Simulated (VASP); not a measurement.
Fe, 1 atom in the cell. It takes space group Im-3m (No. 229, cubic). Conventional cell: a = 2.886 Å, b = 2.886 Å, c = 2.886 Å, α = 90.00°, β = 90.00°, γ = 90.00°. Fe (site symmetry m-3m) is surrounded by 8 Fe at 2.50 Å. 

```yaml
Program: VASP 6.6.1
Task: band structure
Functional: LDA
Potentials_or_basis: VASP PAW LDA potentials, release 64 (Fe)
Cutoff: 520 eV
k_mesh: 13 × 13 × 13
Occupations: fermi-dirac, width 0.05 eV
Spin: collinear spin, ferromagnetic start
Starting_moments: "[3.0] μB"
Further_INCAR_settings: ALGO = Fast; EDIFF = 1e-06; NBANDS = 14
```

Potentials or basis: VASP PAW LDA potentials, release 64 (Fe).

Command:

```sh
$ cat potpaw_LDA.64/Fe/POTCAR > POTCAR
$ mpirun -np 1 vasp_std > vasp.out
```

Hardware: 1 thread of Intel(R) Xeon(R) 6975P-C (Granite Rapids), on a shared host.

Q: Estimate the wall time of this run.

A: Run time: 36 s on 1 thread of Intel(R) Xeon(R) 6975P-C (Granite Rapids), on a shared host, peak memory 0.15 GiB. Counts: scf iterations 28, k points 84.
